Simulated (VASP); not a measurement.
# GaSb in VASP: notebook, part 2 of 2

VASP 6.6.1.

### Step 4. Single point, PBE

The input, INCAR:

```
SYSTEM = GaSb
PREC     = Accurate       ! precision mode
ENCUT    = 520            ! plane-wave cutoff, eV
EDIFF    = 1E-7           ! SCF threshold, eV
ISMEAR   = -1             ! smearing method
SIGMA    = 0.1            ! smearing width, eV
LREAL    = .False.        ! projectors in reciprocal space
LASPH    = .True.         ! aspherical terms in the spheres
NELM     = 100            ! most SCF steps
ALGO     = Normal         ! electronic algorithm
ISIF     = 2              ! what is computed and relaxed
LWAVE    = .False.        ! write WAVECAR
LCHARG   = .True.         ! write CHGCAR
GGA      = PE             ! functional
LELF     = .True.         ! ELF
LVHAR    = .True.       
NBANDS   = 16             ! bands
ISYM     = 0
```

The input, KPOINTS:

```
regular mesh
0
Gamma
  5 5 5
  0 0 0
```

The input, POSCAR:

```
GaSb
1.0
    0.0004617040      3.1131691235      3.1131287493
    3.1133921276      0.0001917167      3.1133987366
    3.1131746792      3.1132216625      0.0004091651
Ga Sb
1 1
Direct
   -0.0001006757      0.0004738004     -0.0000164509
    0.2498648277      0.2504868934      0.2499587363
```

Potentials or basis: VASP PAW PBE potentials, release 64 (Ga_d, Sb).

On the command line:

```sh
> cat potpaw_PBE.64/Ga_d/POTCAR potpaw_PBE.64/Sb/POTCAR > POTCAR
> mpirun -np 1 vasp_std > vasp.out
```

OUTCAR:

```text
SYSTEM = GaSb
   PREC = Accurate
   ENCUT = 520
   EDIFF = 1E-7
   ISMEAR = -1
   LREAL = .False.
   LASPH = .True.
   NELM = 100
   ISIF = 2
   GGA = PE
   ISYM = 0

 ion  position               nearest neighbor table
   1  1.000  0.000  1.000-   2 2.70   2 2.70   2 2.70   2 2.70
   2  0.250  0.250  0.250-   1 2.70   1 2.70   1 2.70   1 2.70

IMPORTANT INFORMATION: All symmetrisations will be switched off!
NOSYMM: (Re-)initialisation of all symmetry stuff for point group C_1.

----------------------------------------------------------------------------------------

                                     Primitive cell

  volume of cell :      60.3388

  direct lattice vectors                    reciprocal lattice vectors
     0.000461704  3.113169124  3.113128749    -0.160637880  0.160614344  0.160627648
     3.113392128  0.000191717  3.113398737     0.160602840 -0.160621523  0.160599788
     3.113174679  3.113221662  0.000409165     0.160625278  0.160608922 -0.160634827

  length of vectors
     4.402657472  4.403006049  4.402727095     0.278213474  0.278181304  0.278207214

  position of ions in fractional coordinates (direct lattice)
     0.999899324  0.000473800  0.999983549
     0.249864828  0.250486893  0.249958736

  ion indices of the primitive-cell ions
   primitive index   ion index
                 1           1
                 2           2

----------------------------------------------------------------------------------------

 KPOINTS: regular mesh

Automatic generation of k-mesh.
 Grid dimensions read from file:
 generate k-points for:    5    5    5

 Generating k-lattice:

  Cartesian coordinates                     Fractional coordinates (reciprocal lattice)
    -0.032127576  0.032122869  0.032125530     0.200000000  0.000000000  0.000000000
     0.032120568 -0.032124305  0.032119958    -0.000000000  0.200000000  0.000000000
     0.032125056  0.032121784 -0.032126965     0.000000000  0.000000000  0.200000000

  Length of vectors
     0.055642695  0.055636261  0.055641443

[... 72 lines left out ...]
     AMIX     =   0.40;   BMIX     =  1.00
     AMIX_MAG =   1.60;   BMIX_MAG =  1.00
  volume/ion in A,a.u.               =      30.17       203.59
  Fermi-wavevector in a.u.,A,eV,Ry     =   1.093873  2.067119 16.280149  1.196557
  Thomas-Fermi vector in A             =   2.230166
   LORBIT       =      0    0 simple, 1 ext, 2 COOP (PROOUT), +10 PAW based schemes
   GGA     = PE    functional components
   LHFCALC =     F    Hartree Fock is set to
   AEXX    =    0.0000 exact exchange contribution
   IVDW    =     0    specifies the selected vdW correction
   LEPSILON=     F    determine dielectric tensor
   LRPA    =     F    only Hartree local field effects (RPA)
 non-spin polarized calculation
  energy-cutoff  :      520.00
  volume of cell :       60.34
 maximum number of plane-waves:      1639
 NGX is ok and might be reduce to    36
   NGX = 17   NGY = 17   NGZ = 17

 number of electron      17.9999991 magnetization

 Free energy of the ion-electron system (eV)
  ---------------------------------------------------
  ext. energy  EPLUGINS =         0.00000000
  ---------------------------------------------------
  free energy    TOTEN  =        -7.30626632 eV

  energy without entropy =       -7.29979287  energy(sigma->0) =       -7.30302959

 E-fermi :   4.4048     XC(G=0):  -8.8493

 val. band max:        4.3649162596   @ k =   0.0000   0.0000   0.0000
 cond. band min:       4.7260004374   @ k =   0.4000   0.0000  -0.0000
 fundamental gap:      0.3610841778
 Fermi energy:         4.4047941778

 k-point     1 :       0.0000    0.0000    0.0000
  band No.  band energies     occupation
      1     -10.5839      2.00000
      2     -10.5839      2.00000
      3     -10.5839      2.00000
      4     -10.5421      2.00000
      5     -10.5421      2.00000
      6      -6.7592      2.00000
[... 433 lines left out ...]
      3     -10.5771      2.00000
      4     -10.5449      2.00000
      5     -10.5409      2.00000
      6      -6.2531      2.00000
[... 8 lines left out ...]
     15      12.3689      0.00000
     16      13.3510      0.00000

 [... further k-points ...]

------------------------ aborting loop because EDIFF is reached ----------------------------------------

  FORCE on cell =-STRESS in cart. coord.  units (eV):
  Direction    XX          YY          ZZ          XY          YZ          ZX
  --------------------------------------------------------------------------------------
  -------------------------------------------------------------------------------------
  Total        0.0232163      0.0229989      0.0231867     -0.0009279     -0.0005384     -0.0025922
  in kB        0.6164637      0.6106888      0.6156774     -0.0246381     -0.0142960     -0.0688320
  external PRESSURE =       0.6142766 kB  Pullay stress =       0.0000000 kB

 VOLUME and BASIS-vectors are now :
 -----------------------------------------------------------------------------
  energy-cutoff  :      520.00
  volume of cell :       60.34
      direct lattice vectors                 reciprocal lattice vectors
     0.000461704  3.113169124  3.113128749    -0.160637880  0.160614344  0.160627648
     3.113392128  0.000191717  3.113398737     0.160602840 -0.160621523  0.160599788
     3.113174679  3.113221662  0.000409165     0.160625278  0.160608922 -0.160634827

 POSITION                                       TOTAL-FORCE (eV/Angst)
 -----------------------------------------------------------------------------------
      3.11506      6.22603      3.11470         0.000076      0.000124      0.000079
      1.55814      1.55610      1.55783        -0.000076     -0.000124     -0.000079
 -----------------------------------------------------------------------------------
    total drift:                                0.000083     -0.000022      0.000068

  FREE ENERGIE OF THE ION-ELECTRON SYSTEM (eV)
  ---------------------------------------------------
  free  energy   TOTEN  =        -7.3062663150 eV

  energy  without entropy=       -7.2997928709  energy(sigma->0) =       -7.30302959
```

OSZICAR:

```text
N       E                     dE             d eps       ncg     rms          rms(c)
DAV:   1     0.815254376314E+02    0.81525E+02   -0.85572E+03  2032   0.135E+03
DAV:   2    -0.959415983443E+00   -0.82485E+02   -0.79440E+02  2400   0.294E+02
DAV:   3    -0.724043586786E+01   -0.62810E+01   -0.62636E+01  2448   0.647E+01
DAV:   4    -0.735415587114E+01   -0.11372E+00   -0.11370E+00  2512   0.974E+00
DAV:   5    -0.735686165370E+01   -0.27058E-02   -0.27057E-02  2576   0.133E+00    0.300E+00
DAV:   6    -0.731544832627E+01    0.41413E-01   -0.64953E-02  2848   0.381E+00    0.179E+00
DAV:   7    -0.730447305397E+01    0.10975E-01   -0.36810E-02  2416   0.147E+00    0.360E-01
DAV:   8    -0.730563966023E+01   -0.11666E-02   -0.45159E-03  2568   0.735E-01    0.771E-02
DAV:   9    -0.730617975100E+01   -0.54009E-03   -0.68785E-04  2328   0.209E-01    0.304E-02
DAV:  10    -0.730625274121E+01   -0.72990E-04   -0.77055E-05  2360   0.478E-02    0.975E-03
DAV:  11    -0.730626526719E+01   -0.12526E-04   -0.19166E-05  2320   0.324E-02    0.595E-03
DAV:  12    -0.730626664003E+01   -0.13728E-05   -0.25248E-06  2608   0.859E-03    0.318E-03
DAV:  13    -0.730626629923E+01    0.34080E-06   -0.18127E-07  2248   0.420E-03    0.129E-04
DAV:  14    -0.730626631503E+01   -0.15805E-07   -0.14042E-08  1808   0.878E-04
   1 F= -.73062663E+01 E0= -.73030296E+01  d E =-.647344E-02
```

stdout:

```text
POSCAR found type information on POSCAR GaSb
 POSCAR found :  2 types and       2 ions
 scaLAPACK will be used
 LDA part: xc-table for (Slater+PW92), standard interpolation
 POSCAR, INCAR and KPOINTS ok, starting setup
 FFT: planning ... GRIDC
 FFT: planning ... GRID_SOFT
 FFT: planning ... GRID
 WAVECAR not read
 entering main loop
```

It took 1.7 min on 1 thread of Intel Xeon 8259CL, shared host; peak memory 0.24 GiB.

What came out:

```yaml
Free_energy: -7.3063 eV
Pressure: 0.1 GPa
Band_gap_on_the_k_mesh: zero (filled and empty bands touch)
```

Caveat: semilocal functionals underestimate gaps, so a narrow gap can read as zero; spin-orbit coupling is left out, which moves the levels of the heavy elements.

### Step 5. Relaxation of cell and atoms, PBE

This run uses another cell than the first one, of 28.82 Å³/atom.

The input, INCAR:

```
ALGO     = Normal         # electronic algorithm
EDIFF    = 1E-6           # SCF threshold, eV
EDIFFG   = -0.01          # ionic threshold
ENCUT    = 600            # plane-wave cutoff, eV
GGA      = PE             # functional
IBRION   = 2              # ionic algorithm
ISIF     = 3              # what is computed and relaxed
ISMEAR   = -1             # smearing method
ISYM     = 0            
LASPH    = True           # aspherical terms in the spheres
LCHARG   = False          # write CHGCAR
LREAL    = False          # projectors in reciprocal space
LWAVE    = False          # write WAVECAR
NELM     = 60             # most SCF steps
NSW      = 60             # ionic steps
PREC     = Accurate       # precision mode
SIGMA    = 0.1            # smearing width, eV
```

The input, KPOINTS:

```
k-points
0
Gamma
  5 5 5
```

The input, POSCAR:

```
GaSb
1.0
    0.0000000000      3.0660330000      3.0660330000
    3.0660330000      0.0000000000      3.0660330000
    3.0660330000      3.0660330000      0.0000000000
Ga Sb
1 1
Direct
    0.0000000000      0.0000000000      0.0000000000
    0.2500000000      0.2500000000      0.2500000000
```

On the command line:

```sh
> cat potpaw_PBE.64/Ga_d/POTCAR potpaw_PBE.64/Sb/POTCAR > POTCAR
> mpirun -np 1 vasp_std > vasp.out
```

Run time: 2.9 min. Hardware: 1 thread of Intel Xeon 8259CL, shared host; peak memory 0.25 GiB.

The run converged. Its results:

* Free energy: -7.3058 eV
* Relaxed volume: 30.20 Å³/atom
* Relaxed cell: a = 4.404 Å, b = 4.404 Å, c = 4.404 Å, α = 60.00°, β = 60.00°, γ = 60.00°
* Space group after relaxing (to 0.1 Å): F-43m (No. 216)
* Energy gained by relaxing: 9.3 meV/atom
* Ionic steps: 3
* Pressure after relaxing: 0.0 GPa
* Band gap on the k mesh: zero (filled and empty bands touch)

The path:
```
step  energy change (eV)  largest force (eV/Å)  pressure (GPa)  volume (Å³)
   1              0.0000                0.0000            2.23        57.64
   2             -0.0176                0.0000           -0.45        61.06
   3             -0.0186                0.0000           -0.02        60.41
```

Final structure:
```
Ga Sb
1.0
     0.00000    3.11427    3.11427
     3.11427    0.00000    3.11427
     3.11427    3.11427    0.00000
Ga Sb
1 1
Direct
  0.00000 0.00000 0.00000
  0.25000 0.25000 0.25000
```

Levels at points of the mesh, in eV from the Fermi level:
```
           k point  band 7  band 8  band 9  band 10  band 11  band 12
(0.00, 0.00, 0.00)   -0.38   -0.04   -0.04    -0.04     2.74     2.74
```

Caveat: semilocal functionals underestimate gaps, so a narrow gap can read as zero; spin-orbit coupling is left out, which moves the levels of the heavy elements.

### Step 6. Summary

```csv
task,cell,cutoff (eV),gap on the mesh (eV),pressure (GPa)
single point,"a = 4.404 Å, angles 60.0°, 2 atoms",520,none,0.0
relaxation of cell and atoms,"relaxed from a = 4.336 Å, angles 60.0°, 2 atoms",600,none,0.0
single point,"a = 4.403 Å, angles 60.0°, 2 atoms",520,none,0.1
```

Alike in all rows: level PBE; potentials or basis VASP PAW PBE potentials, release 64 (Ga_d, Sb); no spin polarisation; k mesh 5 × 5 × 5; smearing fermi-dirac 0.1 eV.

Caveats: semilocal functionals underestimate gaps, so a narrow gap can read as zero; spin-orbit coupling is left out, which moves the levels of the heavy elements.

Total energies depend on the potentials used, so only differences within one code and one set of settings carry meaning.

### Step 7. Comparison with measurements

Step 2. Against the measured gap of GaSb, 0.811 eV (direct; 4.2 K; a printed reference work, data compilation), the calculated 0.00 eV is off by -0.81 eV. Spin-orbit coupling on Ga, Sb is left out. The value is that of PBE on a finite k mesh, which can miss the band edges, without temperature or zero-point motion. Semilocal functionals fall short of measured gaps as a rule.
